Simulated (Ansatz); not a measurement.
Basis-set extrapolation for C₄H₆O, SMILES `C=CC(C)=O` (PBE0-D4/def2-TZVP geometry, frozen core, Ansatz). Multiplicity 1, RHF reference.

```json
{"": "HF", "def2-TZVPP": "-229.898581", "def2-QZVPP": "-229.909078"}
{"": "MP2 correlation", "def2-TZVPP": "-0.878523", "def2-QZVPP": "-0.938498"}
{"": "CCSD(T) correlation", "def2-TZVPP": "-0.952196", "def2-QZVPP": "not run"}
```

Energies in hartree. Use E(X) = E(∞) + A·exp(−7.88·√X) for Hartree–Fock and E(X) = E(∞) + B·X^(−2.97) for correlation, with X = 3 and 4, and add CCSD(T) minus MP2 of the smaller set to the MP2 limit.

What is the CCSD(T) energy at the basis-set limit?

HF limit: -229.909078 + (-0.010497) × 0.13774 = -229.91052. MP2 limit: -0.938498 + (-0.059975) × 0.74074 = -0.98292. Higher-order term: -0.952196 − (-0.878523) = -0.07367. Total: -230.96711 hartree, 305.4 kJ/mol below CCSD(T)/def2-TZVPP.
